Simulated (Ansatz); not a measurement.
Cartesian coordinates in Å:
```
C 0.223 1.055 0.505
C -0.055 -0.431 0.380
C -0.239 -0.950 -1.074
O -0.150 -0.101 -1.986
O -0.459 -2.176 -1.164
H 1.131 1.324 -0.040
H -0.587 1.637 0.060
H 0.341 1.364 1.552
H 0.754 -1.018 0.831
H -0.960 -0.705 0.936
```

Charge -1, multiplicity 1.

Q: List the ωB97M-V/def2-TZVPPD orbital energies in eV (the Gaussian-basis code of Ansatz). (An estimate is asked.)

A: The calculation gave: Occupied: -518.96, -518.85, -278.35, -276.94, -276.61, -25.92, -23.53, -19.58, -15.87, -11.56, -10.77, -10.04, -9.17, -8.46, -8.39, -7.80, -7.11, -4.13, -3.85, -3.75. Lowest empty: 4.40, 4.94, 5.19, 5.90, 5.94, 6.41, 6.79, 6.90.
